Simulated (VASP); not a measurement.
A run of VASP 6.6.1:

The input INCAR:

```
AGGAC = 0.0 ; ALGO = Normal
EDIFF = 1E-6 ; EDIFFG = -0.01
ENCUT = 600 ; GGA = MK
IBRION = 2 ; ISIF = 3
ISMEAR = 0 ; LASPH = T
LCHARG = F ; LREAL = F
LUSE_VDW = T ; LWAVE = F
NELM = 80 ; NSW = 90
PARAM1 = 0.1234 ; PARAM2 = 0.711357
PREC = Accurate ; SIGMA = 0.03
ZAB_VDW = -1.8867
```

The input KPOINTS:

```
k-points
0
Gamma
  9 9 5
```

File POSCAR:

```
ZrSe2
1.0
    3.7980000000      0.0000000000      0.0000000000
   -1.8990000000      3.2891644836      0.0000000000
    0.0000000000      0.0000000000      6.1920000000
Zr Se
1 2
Direct
    0.0000000000      0.0000000000      0.0000000000
    0.3333333333      0.6666666667      0.2500000000
    0.6666666667      0.3333333333      0.7500000000
```

Potentials or basis: VASP PAW PBE potentials, release 64 (Zr_sv, Se).

The run is started by

```console
$ cat potpaw_PBE.64/Zr_sv/POTCAR potpaw_PBE.64/Se/POTCAR > POTCAR
$ mpirun -np 1 vasp_std > vasp.out
```

Hardware: 1 thread of Intel(R) Xeon(R) 6975P-C (Granite Rapids), on a shared host.

How long does it take, and how much memory?

Run time: 13 min on 1 thread of Intel(R) Xeon(R) 6975P-C (Granite Rapids) (shared host), peak memory 0.5 GiB. Counts: scf iterations 117, k points 50, ion steps 18.
